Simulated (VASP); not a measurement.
# BN (P6_3/mmc) in VASP: dielectric tensor with PBE+D3(BJ)

Aim: the dielectric tensor of BN with PBE+D3(BJ).

All numbers are computed with VASP 6.6.1; they aren't measurements. Logs are shortened: lines on timing, memory, paths and dates and some standing lists are left out, and cuts for length are marked.

## (1) The structure

Symmetry: P6_3/mmc, No. 194, hexagonal system. Conventional cell: a = 2.507 Å, b = 2.507 Å, c = 6.634 Å, α = 90.00°, β = 90.00°, γ = 120.00°. B (site symmetry -6m2) has 3 N at 1.45 Å as nearest neighbours. Around N (site symmetry -6m2) lie 3 B at 1.45 Å.

## (2) Dielectric tensor, PBE+D3(BJ)

Input file INCAR:

```
PREC = Accurate
ENCUT = 520
EDIFF = 1E-7
ISMEAR = 0
SIGMA = 0.02
LREAL = F
LASPH = T
NELM = 80
ALGO = Normal
ISIF = 2
LWAVE = F
LCHARG = F
GGA = PE
IVDW = 12
LEPSILON = T
KPAR = 4
```

Input file KPOINTS:

```
regular mesh
0
Gamma
  15 15 6
```

Input file POSCAR:

```
BN                                      
1.0
    2.5069051471      0.0000000000      0.0000000000
   -1.2534525735      2.1710435374      0.0000000000
    0.0000000000      0.0000000000      6.6341715354
  B               N             
     2     2
Direct
     0.3333333300000021    0.6666666699999979    0.2500000000000000
     0.6666666699999979    0.3333333300000021    0.7500000000000000
     0.3333333300000021    0.6666666699999979    0.7500000000000000
     0.6666666699999979    0.3333333300000021    0.2500000000000000
```

Potentials or basis: VASP PAW PBE potentials, release 64 (B, N).

Started as:

```sh
$ cat potpaw_PBE.64/B/POTCAR potpaw_PBE.64/N/POTCAR > POTCAR
$ mpirun -np 4 vasp_std > vasp.out
```

OUTCAR:

```text
PREC = Accurate
   ENCUT = 520
   EDIFF = 1E-7
   ISMEAR = 0
   LREAL = F
   LASPH = T
   NELM = 80
   ISIF = 2
   GGA = PE
   IVDW = 12
   LEPSILON = T
 IVDW          = 12

 ion  position               nearest neighbor table
   1  0.333  0.667  0.250-   4 1.45   4 1.45   4 1.45
   2  0.667  0.333  0.750-   3 1.45   3 1.45   3 1.45
   3  0.333  0.667  0.750-   2 1.45   2 1.45   2 1.45
   4  0.667  0.333  0.250-   1 1.45   1 1.45   1 1.45

  LATTYP: Found a hexagonal cell.
 ALAT       =     2.5069051471
 C/A-ratio  =     2.6463592143

  Lattice vectors:

 A1 = (   2.5069051471,   0.0000000000,   0.0000000000)
 A2 = (  -1.2534525735,   2.1710435374,   0.0000000000)
 A3 = (   0.0000000000,   0.0000000000,   6.6341715354)

Analysis of symmetry for initial positions (statically):
=====================================================================
 Subroutine PRICEL returns:
 Original cell was already a primitive cell.

 Routine SETGRP: Setting up the symmetry group for a
 hexagonal supercell.

 Subroutine GETGRP returns: Found 24 space group operations
 (whereof 12 operations were pure point group operations)
 out of a pool of 24 trial point group operations.

The static configuration has the point symmetry D_3d.
 The point group associated with its full space group is D_6h.

Analysis of symmetry for dynamics (positions and initial velocities):
=====================================================================
 Subroutine PRICEL returns:
 Original cell was already a primitive cell.

 Routine SETGRP: Setting up the symmetry group for a
 hexagonal supercell.

 Subroutine GETGRP returns: Found 24 space group operations
 (whereof 12 operations were pure point group operations)
 out of a pool of 24 trial point group operations.

The dynamic configuration has the point symmetry D_3d.
 The point group associated with its full space group is D_6h.

 Subroutine INISYM returns: Found 24 space group operations
 (whereof 12 operations are pure point group operations),
 and found     1 'primitive' translations

----------------------------------------------------------------------------------------

                                     Primitive cell

  volume of cell :      36.1071

  direct lattice vectors                    reciprocal lattice vectors
     2.506905147  0.000000000  0.000000000     0.398898220  0.230303995  0.000000000
    -1.253452573  2.171043537  0.000000000     0.000000000  0.460607990  0.000000000
     0.000000000  0.000000000  6.634171535     0.000000000  0.000000000  0.150734722

  length of vectors
     2.506905147  2.506905143  6.634171535     0.460607989  0.460607990  0.150734722

  position of ions in fractional coordinates (direct lattice)
     0.333333330  0.666666670  0.250000000
     0.666666670  0.333333330  0.750000000
     0.333333330  0.666666670  0.750000000
     0.666666670  0.333333330  0.250000000

  ion indices of the primitive-cell ions
   primitive index   ion index
                 1           1
                 2           2
                 3           3
                 4           4

----------------------------------------------------------------------------------------

 KPOINTS: regular mesh

Automatic generation of k-mesh.
 Grid dimensions read from file:
 generate k-points for:   15   15    6

 Generating k-lattice:

  Cartesian coordinates                     Fractional coordinates (reciprocal lattice)
     0.026593215  0.015353600  0.000000000     0.066666667  0.000000000  0.000000000
     0.000000000  0.030707199  0.000000000     0.000000000  0.066666667  0.000000000
     0.000000000  0.000000000  0.025122454     0.000000000  0.000000000  0.166666667

  Length of vectors
     0.030707199  0.030707199  0.025122454

  Shift w.r.t. Gamma in fractional coordinates (k-lattice)
     0.000000000  0.000000000  0.000000000

[... 90 lines left out ...]

 number of electron      15.9999998 magnetization

 E-fermi :   2.4634     XC(G=0): -10.0689

 val. band max:        2.2955459857   @ k =   0.3333   0.2667   0.0000
 cond. band min:       6.5795901390   @ k =   0.4667   0.0667   0.0000
 fundamental gap:      4.2840441533
 Fermi energy:         2.4634258753

 k-point     1 :       0.0000    0.0000    0.0000
  band No.  band energies     occupation
      1     -15.5131      2.00000
      2     -15.2162      2.00000
      3      -3.9346      2.00000
      4      -1.7969      2.00000
      5       0.9312      2.00000
      6       0.9312      2.00000
      7       0.9690      2.00000
      8       0.9690      2.00000
      9       7.5327      0.00000
     10      12.5819      0.00000
     11      13.7857      0.00000
     12      13.7863      0.00000
[... 331 lines left out ...]
 k-point    24 :       0.4000    0.2000    0.0000
  band No.  band energies     occupation
      1     -11.9837      2.00000
      2     -11.9273      2.00000
      3      -6.1785      2.00000
      4      -6.0920      2.00000
      5      -3.6674      2.00000
      6      -3.5907      2.00000
      7       1.4374      2.00000
      8       2.1877      2.00000
      9       6.8469      0.00000
     10       7.6351      0.00000
     11      13.9927      0.00000
     12      14.3018      0.00000

 [... further k-points ...]

  FORCE on cell =-STRESS in cart. coord.  units (eV):
  Direction    XX          YY          ZZ          XY          YZ          ZX
  --------------------------------------------------------------------------------------
  -------------------------------------------------------------------------------------
  Total      -0.00544    -0.00544    -0.05074    -0.00000     0.00000     0.00000
  in kB      -0.24126    -0.24126    -2.25136    -0.00000     0.00000     0.00000
  external pressure =       -0.91 kB  Pullay stress =        0.00 kB

 VOLUME and BASIS-vectors are now :
 -----------------------------------------------------------------------------
  energy-cutoff  :      520.00
  volume of cell :       36.11
      direct lattice vectors                 reciprocal lattice vectors
     2.506905147  0.000000000  0.000000000     0.398898220  0.230303995  0.000000000
    -1.253452573  2.171043537  0.000000000     0.000000000  0.460607990  0.000000000
     0.000000000  0.000000000  6.634171535     0.000000000  0.000000000  0.150734722

 POSITION                                       TOTAL-FORCE (eV/Angst)
 -----------------------------------------------------------------------------------
     -0.00000      1.44736      1.65854         0.000000     -0.000000      0.000000
      1.25345      0.72368      4.97563        -0.000000      0.000000      0.000000
     -0.00000      1.44736      4.97563        -0.000000     -0.000000      0.000000
      1.25345      0.72368      1.65854         0.000000      0.000000      0.000000
 -----------------------------------------------------------------------------------
    total drift:                               -0.000002      0.000001      0.000000

  FREE ENERGIE OF THE ION-ELECTRON SYSTEM (eV)
  ---------------------------------------------------
  free  energy   TOTEN  =       -35.7177020276 eV

  energy  without entropy=      -35.7177020276  energy(sigma->0) =      -35.71770203

 HEAD OF MICROSCOPIC STATIC DIELECTRIC TENSOR (INDEPENDENT PARTICLE, excluding Hartree and local field effects)
 ------------------------------------------------------
           4.848925     0.000000     0.000000
           0.000000     4.848925     0.000000
           0.000000    -0.000000     3.018739
 ------------------------------------------------------

 Free energy of the ion-electron system (eV)
  ---------------------------------------------------
  ---------------------------------------------------
  free energy    TOTEN  =        -0.40057929 eV

  energy without entropy =       -0.40057929

------------------------ aborting loop because EDIFF is reached ----------------------------------------

 Edisp (eV)   -0.56391

 E8    (eV) :    -0.1652
[... 7 lines left out ...]
 E8    (eV) :    -0.1652

--------------------------------------- Ionic step        3  -------------------------------------------

 Free energy of the ion-electron system (eV)
  ---------------------------------------------------
  ---------------------------------------------------
  free energy    TOTEN  =        -0.18889295 eV

  energy without entropy =       -0.18889295

------------------------ aborting loop because EDIFF is reached ----------------------------------------

 Edisp (eV)   -0.56391

 E8    (eV) :    -0.1652

 PIEZOELECTRIC TENSOR FIELD DIRECTION 3  (e Angst)
 -----------------------------------------------------------------------------
    -0.00031  0.00000  0.00000           ( -0.00000 -0.00000  0.00000)
    -0.00000 -0.00031  0.00000           ( -0.00000 -0.00000  0.00000)
     0.00000  0.00000  0.00028           (  0.00000  0.00000 -0.00001)

 PIEZOELECTRIC TENSOR FIELD DIRECTION 3  (C/m^2)
 -----------------------------------------------------------------------------
    -0.00014  0.00000  0.00000
    -0.00000 -0.00014  0.00000
     0.00000  0.00000  0.00012

 MACROSCOPIC STATIC DIELECTRIC TENSOR (including local field effects in DFT)
 ------------------------------------------------------
           4.759579     0.000000     0.000000
           0.000000     4.759579     0.000000
          -0.000000     0.000000     2.697566
 ------------------------------------------------------

 PIEZOELECTRIC TENSOR (including local field effects)  for field in x, y, z        (e  Angst)
          XX          YY          ZZ          XY          YZ          ZX
  --------------------------------------------------------------------------------
  x     0.00000     0.00000     0.00000     0.00000     0.00000     0.00000
  y     0.00000     0.00000     0.00000     0.00000     0.00000     0.00000
  z     0.00000     0.00000     0.00000     0.00000     0.00000     0.00000

 PIEZOELECTRIC TENSOR (including local field effects)  for field in x, y, z        (C/m^2)
          XX          YY          ZZ          XY          YZ          ZX
  --------------------------------------------------------------------------------
  x     0.00000     0.00000     0.00000     0.00000     0.00000     0.00000
  y     0.00000     0.00000     0.00000     0.00000     0.00000     0.00000
  z     0.00000     0.00000     0.00000     0.00000     0.00000     0.00000

 BORN EFFECTIVE CHARGES (including local field effects) (in |e|, cummulative output)
 ---------------------------------------------------------------------------------
 ion    1
    1     2.71366     0.00000     0.00000
    2     0.00000     2.71366     0.00000
    3     0.00000     0.00000     0.74994
 ion    2
    1     2.71366     0.00000     0.00000
    2     0.00000     2.71366     0.00000
    3     0.00000     0.00000     0.74994
 ion    3
    1    -2.71366    -0.00000     0.00000
    2    -0.00000    -2.71366     0.00000
    3    -0.00000     0.00000    -0.74994
 ion    4
    1    -2.71366    -0.00000     0.00000
    2    -0.00000    -2.71366     0.00000
    3    -0.00000     0.00000    -0.74994
```

It took 79 s on 4 MPI ranks of Intel Xeon Platinum 8488C (Sapphire Rapids), shared host; peak memory 0.4 GiB.

Results:

```
Band gap on the k mesh                  : 4.28 eV, indirect (least direct gap 4.63 eV)
Electronic dielectric tensor (diagonal) : 4.76, 4.76, 2.70
Born charges (mean of the diagonal)     : B +2.06; N -2.06 e
Dispersion energy per atom              : -0.141 eV
```

Electronic dielectric tensor:
```
4.76 0.00 0.00
0.00 4.76 0.00
0.00 0.00 2.70
```

Born effective charge tensors (e):
atom 1, B
```
2.71 0.00 0.00
0.00 2.71 0.00
0.00 0.00 0.75
```
atom 2, B
```
2.71 0.00 0.00
0.00 2.71 0.00
0.00 0.00 0.75
```
atom 3, N
```
-2.71  0.00  0.00
 0.00 -2.71  0.00
 0.00  0.00 -0.75
```
atom 4, N
```
-2.71  0.00  0.00
 0.00 -2.71  0.00
 0.00  0.00 -0.75
```

Caveat: an odd mesh through Γ misses points on the zone boundary, where band edges often lie.
